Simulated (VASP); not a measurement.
# CaO: single point with LDA

Crystal: CaO.

```
Ca O
1.0
     3.99198    0.00000    0.00000
    -1.99599    3.45715    0.00000
     0.00000    0.00000    4.78484
Ca O
2 2
Direct
  0.33333 0.66667 0.75000
  0.66667 0.33333 0.25000
  0.33333 0.66667 0.25000
  0.66667 0.33333 0.75000
```

The cell comes from a database or a generator and needn't be the stable form of this composition.

```
Program             : VASP 6.6.1
Task                : single point
Functional          : LDA
Potentials or basis : VASP PAW LDA potentials, release 64 (Ca_sv, O)
Cutoff              : 520 eV
k mesh              : 6 × 6 × 4
Occupations         : gaussian, width 0.1 eV
Spin                : no spin polarisation
```

```json
{
 "Pressure": "-5.2 GPa",
 "Band gap on the k mesh": "3.00 eV, direct"
}
```

Stress tensor (GPa, compression positive):
```
-4.91  0.00  0.00
 0.00 -4.91  0.00
 0.00  0.00 -5.65
```

Levels at points of the mesh, in eV from the valence-band top:
| k point | band 12 | band 13 | band 14 | band 15 | band 16 | band 17 | band 18 | band 19 | band 20 | band 21 |
| --- | --- | --- | --- | --- | --- | --- | --- | --- | --- | --- |
| (0.00, 0.00, 0.00) | -1.21 | -1.17 | -1.17 | -1.10 | 0.00 | 3.00 | 6.00 | 6.00 | 7.62 | 7.66 |
| (0.50, 0.00, 0.00) | -1.09 | -0.86 | -0.85 | -0.61 | -0.39 | 4.53 | 5.09 | 5.11 | 7.54 | 7.62 |
| (0.00, 0.00, 0.50) | -1.62 | -1.32 | -1.32 | -1.32 | -1.32 | 4.81 | 4.81 | 7.68 | 7.68 | 7.68 |
| (0.50, 0.00, 0.50) | -2.13 | -1.08 | -1.08 | -0.77 | -0.77 | 5.20 | 5.20 | 7.21 | 7.21 | 7.88 |

Wall time 58 s on 1 thread of Intel(R) Xeon(R) Platinum 8375C CPU @ 2.90GHz (Ice Lake) (shared host), peak memory 0.16 GiB.

A hybrid or GW would open this gap; LDA tends to underestimate it.
